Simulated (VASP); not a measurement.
Input:

```
CELL_PARAMETERS angstrom
      0.00000     3.05000     3.05000
      3.05000     0.00000     3.05000
      3.05000     3.05000     0.00000
ATOMIC_POSITIONS crystal
  Zn 0.00000 0.00000 0.00000
  Te 0.25000 0.25000 0.25000
```

Method: RPBE GGA, VASP's PBE PAW potentials (set 64) (plane waves; VASP). Settings: 520 eV cut-off, 7×7×7 Γ-centred mesh, Gaussian smearing of 0.050 eV, potentials Zn Te.

Energy and stress use the plane-wave basis of the starting cell.

Task: The ions, cell shape and volume are relaxed. Which structure does the run end with?

Result: 
```
CELL_PARAMETERS angstrom
      0.00000     3.13380     3.13380
      3.13380     0.00000     3.13380
      3.13380     3.13380     0.00000
ATOMIC_POSITIONS crystal
  Zn 0.00000 0.00000 0.00000
  Te 0.25000 0.25000 0.25000
```
Space group F-43m (216), at a tolerance of 0.03 Å.

Task: How do energy and volume change from the first to the last step?

Result: The energy (σ→0) changes by -26.0 meV/atom and the volume by +8.5 %, in 3 ionic steps.

The compound is ZnTe in the zinc blende structure. This run relaxes it. Symmetry was kept, so distortions that lower it aren't found.
